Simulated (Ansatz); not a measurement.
Ionic part of the dielectric constant of ZnGa₂O₄, mode by mode

Level of theory: DFT PBEsol, scalar-relativistic, plane waves, PAW in Ansatz. Cutoff 420 eV, 6×6×6 k-points (Γ-centred), fixed occupations. No spin polarisation. Phonons by linear response, acoustic sum rule imposed.

It takes space group Fd-3m (No. 227, cubic). The conventional cell has a = 8.340 Å, b = 8.340 Å, c = 8.340 Å, α = 90.00°, β = 90.00°, γ = 90.00°. Zn (site symmetry -43m) has 4 O at 1.97 Å as nearest neighbours. Ga (site symmetry -3m) is surrounded by 6 O at 2.00 Å. Around O (site symmetry 3m) lie 1 Zn at 1.97 Å and 3 Ga at 2.00 Å.

The primitive cell has V = 145.01 Å³ and ε∞,xx = 4.250. Each polar mode adds Δε = (4.92064×10⁷/V)·S/ν² along x, with S its oscillator strength in e²/amu, ν in cm⁻¹ and V in Å³.

Question: From these modes, find each Δε and ε0,xx.
```
ν (cm⁻¹) S_xx (e²/amu)
   167.6          0.025
   321.5         0.4073
   383.1          2.109
   541.1         0.3895
```

Answer:
| ν (cm⁻¹) | Δε |
| --- | --- |
| 167.6 | 0.30 |
| 321.5 | 1.34 |
| 383.1 | 4.88 |
| 541.1 | 0.45 |

The sum is 6.966, so ε0,xx = 11.22; the run's tensor has 11.22.

Question: Where do the longitudinal modes lie for a wave vector along x?

Answer: At 170, 330, 504, 643 cm⁻¹. The Lyddane–Sachs–Teller product Π(ν_LO/ν_TO)² = 2.64 matches ε0/ε∞ = 2.64.

Whether ZnGa2O4 exists in this form wasn't checked.

Cost: 1 run of about 13 core-minutes, on Arm Neoverse V2 (shared hosts).

The lattice contributes more to the static dielectric constant than the electrons do, and most of that comes from the single mode at 383.1 cm⁻¹. Softness alone does not decide the ranking: the lowest mode adds only 0.30 because its oscillator strength is tiny, probably since it moves the cations largely against each other, so that their dipoles nearly cancel. The strong mode more likely displaces cations against the oxygen sublattice. Frequency matters where strengths are similar, as the modes at 321.5 and 541.1 cm⁻¹ show: the stiffer one gives much the smaller contribution.

The highest mode nevertheless has a wide gap to its longitudinal partner at 643 cm⁻¹. This suggests that the macroscopic field mixes the polar modes and passes much of the strong mode's character to the top longitudinal branch, so the splittings are no mode-by-mode measure of polarity. Cubic symmetry makes the dielectric constant isotropic, but the result applies to the ordered normal spinel and does not show how Zn/Ga site exchange would change it.
